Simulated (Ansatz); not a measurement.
# How cost and error scale: Pmn2_1 (COD entry) Cu3AsS4, displaced supercell (64 atoms) repeated, part 2 of 2

Aim: repeat one cell of Pmn2_1 (COD entry) Cu3AsS4, displaced supercell (64 atoms) to ever larger supercells at Γ and follow error, time and memory.

Ansatz 0.2.0; Kohn-Sham DFT, PBE, PAW (set soft_2), plane waves.

The cell: 24 Cu, 8 As and 32 S. The main run has no spin polarisation.

So far. Step 4 (Support functions, 64 atoms): The energy lies 110 meV/atom above the dense-mesh reference, and 1.9 meV/atom below plane waves of the same size, an offset between the two bases that leaves the sampling error alike. Step 5 (Plane waves, 128 atoms): The energy lies 9.91 meV/atom above the dense-mesh reference.

The database entry behind the starting cell is an old determination (1934), so it need not match the best structure at ambient conditions.

## (6) Support functions, 128 atoms

The repeated cell is solved at Γ in support functions.

This step: Kohn-Sham DFT, PBE, PAW (set soft_2), localised support functions (medium) (Ansatz 0.2.0).

input.yaml

```yaml
crystal:
  lattice:
    - [7.43, 0.0, 0.0]
    - [0.0, 12.92, 0.0]
    - [0.0, 0.0, 12.36]
  atoms:
    [... the 64 atom lines of step 2 ...]
  supercell: [2, 1, 1]
kpoints:
  mp_grid: { grid: [1, 1, 1] }
hamiltonian:
  xc: pbe
scf:
  occupations: { method: gaussian, width: 0.025 }
  eigensolver: { kind: { support_functions: { accuracy: medium } } }
  max_iter: 150
output:
  forces: true
```

Launch:

```bash
> ansatz run input.yaml --threads 8 --pin off --max-ram 15872MiB --backend cpu --events-out ev --progress --plain --runs-dir out
```

Numbers of over 12 decimals in the logs are rounded to 6 here.

The program printed:

```text
Warning: scf.eigensolver.kind.support_functions: disabling space-group detection — the functions' gradient is summed over unrotated k-points, so no spatial operation reduces the k-mesh or symmetrises the density; time reversal is kept, so that k and −k are solved as one point where they differ and the mesh holds both, and exact exchange and, on two spinor components, a DFT+U term hold to it where the run has them: [...]
settings of this run that can trade accuracy for cost: scf.eigensolver.kind.support_functions [...]
[...]
Crystal: 128 atoms, lattice volume = 2373.011 Å³
Basis set: ecut = 420 eV, 46367 PW (Γ), exchange–correlation on 200×180×180 points (8 copies of the dense FFT grid, shifted against one another)
Bands: 922, of which v1, the nominal top of the filled ones, is band 768 counted from 1 (767 counted from 0)
Symmetry: 1 space group operations
k-points: 1
[...]
SCF iter   1: F=—  HF=-453411.430217 eV  |F-HF|=—  |Δ(HF+E_count)|=         —  Δρ=4.59e-2  dr2=9.43e1  ethr=1.00e-1
[...]
SCF iter  14: F=—  HF=-453456.893822 eV  |F-HF|=—  |Δ(HF+E_count)|=   4.66e-3  Δρ=4.86e-5  dr2=3.39e-5  ethr=1.57e-9  κ⁻¹=1.4e-6(r=7)
SCF iter  15: F=-453456.897879 eV  HF=-453456.897879 eV  |F-HF|=5.08e-7  |Δ(HF+E_count)|=   4.06e-3  Δρ=6.10e-6  dr2=7.73e-7  ethr=1.57e-9
SCF 1 converged in 15 iterations: F = -453456.992293 eV  dr2 = 7.73e-7
[...]
SCF converged after 15 iterations
Stability not checked: this state was not tested for a lower state beside it, because the mixer in use, unlike msr1, does not test its closes by its own steps (another_mixer; see scf.mixing.algorithm and scf.lower_state_search)
Free energy (F): -453456.992293 eV
[...]
Internal energy: -453456.992280 eV  (E = F + TS)
E sigma→0 (E₀):  -453456.992286 eV
Entropy (-TS):   -0.000013 eV (-0.000 meV/atom)
Fermi energy:    8.747364 eV
[...]
Σ components = -453456.992293   (vs F -453456.992293, Δ=0.00e0)
--- Forces (eV/Å), atoms counted from 1 ---
  atom   1  Cu    -0.06928688     0.16186467    -0.02574827
  atom   2  Cu     0.22489810     0.30191997     0.13977416
  atom   3  Cu    -0.12704020    -0.46422866    -0.15478055
  atom   4  Cu     0.22188604     0.49536297     0.01998997
  atom   5  Cu    -0.04458071     0.31256909     0.20392367
  atom   6  Cu    -0.07979045     0.16354867     0.04594552
  [... forces on the other 122 atoms ...]
  max |Σ_I F_I| component: 1.39e-2 eV/Å
--- Band table (eV) ---
[... left out ...]
  guard bands above this table: 133 of the run's 922 bands (output.publish_guard_bands: true publishes all)
[...]
```

Run time: 2.9 min. Hardware: 8 threads of Arm Neoverse V1, shared host; peak memory 5.9 GiB.

The program repeats the typed cell 2×1×1 times, 128 atoms in all; totals in the log are those of the whole repeated cell, and force differences are taken after averaging over the copies of each atom.

The energy lies 8.01 meV/atom above the dense-mesh reference, and 1.9 meV/atom below plane waves of the same size, an offset between the two bases that leaves the sampling error alike.

## (7) All sizes together

Differences are against the typed cell on a 5×3×3 mesh, which samples like Γ on 2880 atoms (r.m.s. force component 0.764 eV/Å, level spacing 0.138 eV). Every repeated cell is solved at Γ, and forces are averaged over the copies of each atom. Hardware: 8 threads of Arm Neoverse V1, shared host.

```
atoms  repeats              basis  Δ force, r.m.s. (meV/Å)  Δ energy (meV/atom)  less plane waves of the same size (meV/atom)  spacing of levels (eV)  spread among copies (meV/Å)  SCF cycles     time  host memory (GiB)
   64    1×1×1        plane waves                      198                  112                                             -                       -                            -          15     14 s                1.8
   64    1×1×1  support functions                      198                  110                                          -1.9                   0.145                            -          15     82 s                3.3
  128    2×1×1        plane waves                     39.0                 9.91                                             -                       -                            0          12     55 s                4.8
  128    2×1×1  support functions                     39.0                 8.01                                          -1.9                   0.138                            0          15  2.9 min                5.9
```

## (8) What the reference run shows

The comparisons rest on this run, so its electronic structure is set out here.

Length of the force by element:

```
element  coordination  atoms  mean length of the force (eV/Å)  spread  least   most
     As           all      8                             1.70   0.974  0.869   4.04
     Cu           all     24                            0.404   0.205  0.101  0.980
      S           all     32                             1.24   0.923  0.260   4.37
```

Löwdin charges by element (they lack the spilled electrons, 0.092 e an atom on average):

```
element  coordination  atoms  mean charge (e)  spread   least    most
     As           all      8            0.712  0.0275   0.681   0.767
     Cu           all     24            0.624  0.0122   0.598   0.660
      S           all     32           -0.463  0.0257  -0.515  -0.426
```

States in the cell by windows of 1 eV, zero at the Fermi level; the larger projections on atomic orbitals stand beside the total:

```
from (eV)  to (eV)  total  Cu d   S p  As p  Cu s
      -10       -9    1.3   0.0   0.3   0.0   0.0
       -9       -8    0.0   0.0   0.0   0.0   0.0
       -8       -7    0.2   0.0   0.1   0.0   0.0
       -7       -6   38.5   2.1  23.1   9.0   2.8
       -6       -5   27.8   2.9  18.5   3.0   2.6
       -5       -4   65.2  17.8  42.1   1.1   2.8
       -4       -3   44.4  17.7  25.7   0.1   0.3
       -3       -2  101.0  94.6   2.9   1.0   0.5
       -2       -1   98.1  76.2  15.4   1.6   0.6
       -1        0   40.7  21.6  16.6   0.6   0.2
        0        1   13.9   1.9   7.9   0.3   0.2
        1        2    6.5   0.4   2.4   1.7   0.4
        2        3   35.2   1.2   9.4  13.1   3.0
        3        4   11.6   0.3   2.9   3.3   1.7
        4        5   36.8   0.3   5.2   1.2   9.5
```

Between -26 and -10 eV lie 79 more states.

The stored curve holds about 496 of the 768 electrons; the rest, give or take the few that broadening carries across the Fermi level, lie in deeper levels below its range.

The levels nearest the highest filled one (over half full), pooled over k-points and spins:

```
level less the highest filled one (eV)  occupation
                               -0.0908           2
                               -0.0707           2
                               -0.0563           2
                               -0.0412           2
                               -0.0394           2
                                     0           2
                                 0.138           0
                                 0.347           0
                                 0.368           0
                                 0.382           0
                                 0.405           0
                                 0.407           0
```

Mean Löwdin charges: As +0.71, Cu +0.62, S -0.46 e (they miss 0.76 % of the electrons, so they add up to more than the cell's charge).

## (9) Outcome

* free energy per atom: -3542.6408 eV/atom
* density: 4.409 g/cm³
* pressure: 2.265 GPa
* r.m.s. force component: 0.764 eV/Å
* spacing of highest filled and lowest empty level: 0.138 eV
* wall time of the 5 DFT runs: 21 min

**Reading.** Repeating the cell at Γ samples more k-points: in plane waves the energy difference from the dense mesh goes from 112 meV/atom at 64 atoms to 9.91 at 128, and the force difference from 198 to 39 meV/Å. At equal size the support functions lie 1.9 meV/atom below plane waves, likely because their grid holds more waves than 420 eV; no run tests this. At the largest size the support functions' forces differ from the reference by 5.1 % of the r.m.s. force, which holds the difference of sampling between the two as well as that of the basis.

The highest filled and lowest empty levels lie only 0.14 eV apart (on the run's k-points), which on so few k-points needn't be a gap.

**Limits.** The geometry starts from published positions, was displaced at random and isn't relaxed at this level: its force components are 0.76 eV/Å r.m.s. The pressure of 2.3 GPa belongs to a cell and atoms that aren't relaxed at this level.

[Logs are printed without paths, hosts, clocks, repeated set-up lines and the standing remarks that a program may print on its own settings, such as how far it seeks lower states.]

[Hosts, paths, dates, database ids (printed as entryN), source tags and the programs' standing remarks are cut or masked in the printed files.]
